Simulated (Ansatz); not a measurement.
## AlN at 9 GPa: from Born charge to LO–TO splitting and polaron coupling

All numbers below come from Ansatz, DFT PBEsol, scalar-relativistic, plane waves, PAW. Plane waves to 420 eV; Γ-centred k mesh 10×10×10; fixed occupations. No spin polarisation. Phonons by linear response, acoustic sum rule imposed.

The cell, relaxed at 9 GPa:
```
Al N
1.0
     0.00000    2.15880    2.15880
     2.15880    0.00000    2.15880
     2.15880    2.15880    0.00000
Al N
1 1
Direct
  0.00000 0.00000 0.00000
  0.75000 0.75000 0.75000
```

Other phases may be more stable at this pressure.

Linear response gives ν_TO = 687.9 cm⁻¹, Born charges ±2.542 e (positive on Al) and ε∞ = 4.573. The primitive cell holds 20.122 Å³, and the masses are 26.982 and 14.007 amu.

Question: Find ν_LO and the static dielectric constant.

Answer: The long-wave field adds a restoring force: ω_LO² − ω_TO² = Z*²e²/(ε_vac ε∞ μV). In these units ν_LO² − ν_TO² = 4.92064×10⁷ Z*²/(μ V ε∞) cm⁻², with μ = m₁m₂/(m₁ + m₂) = 9.220 amu: 374909 cm⁻². So ν_LO = √(687.9² + 374909) = 921.0 cm⁻¹, and the run gives 921.0. Lyddane–Sachs–Teller then gives ε0 = ε∞ (ν_LO/ν_TO)² = 8.20, against 8.20 in the run (it forms both from the same three quantities, so the match checks the arithmetic only). Between ν_TO and ν_LO the dielectric function is negative and an undamped crystal reflects fully: a reststrahlen band from 10.9 to 14.5 μm.

Question: What do the Clausius–Mossotti polarisability and the Szigeti charge come to?

Answer: With the Lorentz local field, α = (3V/4π)(ε∞ − 1)/(ε∞ + 2) = 2.61 Å³ for the pair, and e_S = 3Z*/(ε∞ + 2) = 1.16 e. The Born charge includes the electrons' response to the dipole's own local field, and e_S takes that enhancement out. The Lorentz field assumes point-like polarisable ions, a poor picture once ε∞ is this large, since the electron clouds then overlap or are shared, so both numbers are formal here.

Question: How strongly does a slow electron couple to the LO mode?

Answer: For one isotropic parabolic band, Fröhlich's constant is α_F = (1/ε∞ − 1/ε0) √(m* Ry/ħω_LO), with Ry = 13.606 eV, ħω_LO = 114.2 meV and m* in free-electron masses: α_F = 0.0967 × 10.92 × √m* = 1.06 √m*. The band mass isn't part of this run; for m* = 0.1, 0.3 and 1 it gives 0.33, 0.58, 1.06. In weak coupling the polaron lies α_F ħω_LO below the band edge (66 meV at m* = 0.3) with a mass m*(1 + α_F/6); past α_F of about 5 or 6 that expansion fails. A semilocal functional's ε∞ tends to be too large, which taken alone lowers α_F.

This zinc-blende form isn't the usual stable structure of the compound at low pressure.

Cost: 1 run of about 0.25 core-minutes, on Intel Xeon Platinum 8488C (Sapphire Rapids) (shared hosts).